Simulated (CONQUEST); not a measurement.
**Tl: equation of state with PBEsol**

Crystal: Tl.

```xyz
4
Lattice="3.4560 0.0000 0.0000 0.0000 5.5250 0.0000 0.0000 0.0000 5.9860" Properties=species:S:1:pos:R:3 pbc="T T T"
Tl    0.0000    4.1438    1.9953
Tl    1.7280    4.1438    4.9883
Tl    0.0000    1.3813    3.9906
Tl    1.7280    1.3813    0.9977
```

- Program: CONQUEST 1.3
- Task: equation of state
- Functional: PBEsol
- Potentials or basis: PseudoDojo NC PBEsol, DZP, grid of 36 × 60 × 60 points
- k mesh: 8 × 5 × 5
- Occupations: fermi-dirac, width 0.05 eV
- Spin: no spin polarisation
- Solver: diagonalisation
- SCF tolerance: 1e-06

```json
{
  "Equilibrium volume": "28.98 Å³/atom",
  "Bulk modulus at fixed shape and positions": "37 GPa",
  "Pressure derivative of the bulk modulus": "5.3 (rough: it moves with the points fitted)"
}
```

Energy against volume, from the lowest point:
| volume (Å³/atom) | energy (meV/atom) |
| --- | --- |
| 26.860 | 20.75 |
| 27.432 | 10.59 |
| 28.003 | 4.04 |
| 28.575 | 0.53 |
| 29.146 | 0.00 |
| 29.718 | 2.02 |
| 30.289 | 6.01 |

All runs of the series together: 6.7 min on 1 thread of Intel(R) Xeon(R) 6975P-C (Granite Rapids), with other jobs on the host.

Caveat: the DZP basis gives volumes some 2 % larger than converged bases do, and moduli off by several per cent; the cell was scaled at fixed shape and fractional positions, which overstates the stiffness of a crystal with free parameters, most of all of layers and chains; the basis of atomic orbitals isn't converged, which shifts pressures, moduli and gaps. Spin-orbit coupling is left out, which matters for the levels of Tl.
